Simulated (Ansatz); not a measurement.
PbS in Ansatz: the effect of functional

PbS:

```
CELL_PARAMETERS angstrom
3.70174 0.00000 0.00000
0.00000 3.70174 0.00000
0.00000 0.00000 3.70174
ATOMIC_POSITIONS crystal
Pb 0.00000 0.00000 0.00000
S 0.50000 0.50000 0.50000
```

Measurements of this composition are mostly on another form, of space group No. 225.

The cell isn't the ideal one: volume scaled by 1.04.

Alike in all runs:

| Quantity | Value |
| --- | --- |
| Program | Ansatz 0.2.0 |
| Task | single point |
| Potentials or basis | Ansatz PAW |
| k mesh | 7 × 7 × 7 |
| Occupations | fermi-dirac, width 0.05 eV |
| Spin | no spin polarisation |

```csv
functional,cutoff,pressure (GPa)
LDA,420 eV (not typed: the program's choice for these potentials),?
PBEsol,420 eV (not typed: the program's choice for these potentials),-5.1
r2SCAN,500 eV (not typed: the program's choice for these potentials),-2.9
```

Problem. What does the run with functional LDA give?

Solution. Pressure -6.8 GPa.

Caveats: the PAW data sets come from PBE, with cores solved anew for the run's functional, which leaves a small shift of forces and pressure.

Runs at the PBE level aren't shown here.
